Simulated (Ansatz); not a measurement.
AlN in the wurtzite structure, relaxed with r2SCAN in the PAW code Ansatz. The symmetry is P6_3mc (No. 186, hexagonal); conventional cell a = 3.107 Å, c = 4.979 Å, 10.40 Å³ an atom. Al is surrounded by 4 N at 1.89–1.90 Å; N is surrounded by 4 Al at 1.89–1.90 Å.

The axes x, y and z are those of this cell:
```yaml
crystal:
  lattice:
    - [3.10669, 0.00000, 0.00000]
    - [-1.55335, 2.69048, 0.00000]
    - [0.00000, 0.00000, 4.97859]
  atoms:
    - { symbol: Al, position: [0.33333, 0.66667, 0.99670] }
    - { symbol: Al, position: [0.66667, 0.33333, 0.49670] }
    - { symbol: N, position: [0.33333, 0.66667, 0.37830] }
    - { symbol: N, position: [0.66667, 0.33333, 0.87830] }
```

Unstrained: The PBE gap is direct at Γ: 4.232 eV. r2SCAN gives a direct gap of 4.880 eV at Γ. With HSE06 the gap is 5.599 eV and direct, at Γ. Meshes: PBE 12×12×6, r2SCAN 12×12×6, HSE06 6×6×4. Strains are changes of length per length, and xy shears are angles. After each strain the atoms were relaxed again with r2SCAN within the symmetry that the strain leaves, so tilts or polar shifts that break it weren't tested; points keep the names that they have in the unstrained zone. The values are computed, spin-unpolarised, and not measurements.

(1) Apply epitaxial +1.85 % in the xy plane, free normal strain -1.07 %. How far does the gap move, against the unstrained cell?

(2) Estimate what xy shear, engineering strain (angle) -5.86 % does to the gap.

Answers

(1) PBE: the gap goes from 4.232 to 3.860 eV (-0.372 eV); with r2SCAN the top three valence levels at Γ, grouped 1+2 from the top over 223 meV, become 1+2 over 443 meV. r2SCAN: the gap goes from 4.880 to 4.487 eV (-0.393 eV). HSE06: the gap goes from 5.599 to 5.203 eV (-0.396 eV). The r2SCAN energy rises by 10.4 meV an atom.

(2) PBE: the gap goes from 4.232 to 4.206 eV (-0.026 eV). r2SCAN: the gap goes from 4.880 to 4.853 eV (-0.027 eV). HSE06: the gap goes from 5.599 to 5.571 eV (-0.028 eV). The r2SCAN energy rises by 15.1 meV an atom.

The meshes of the hybrids are coarse, so their gaps aren't converged to the digits shown.

The splittings at Γ are without spin-orbit coupling, which regroups them where it is of like size or larger.
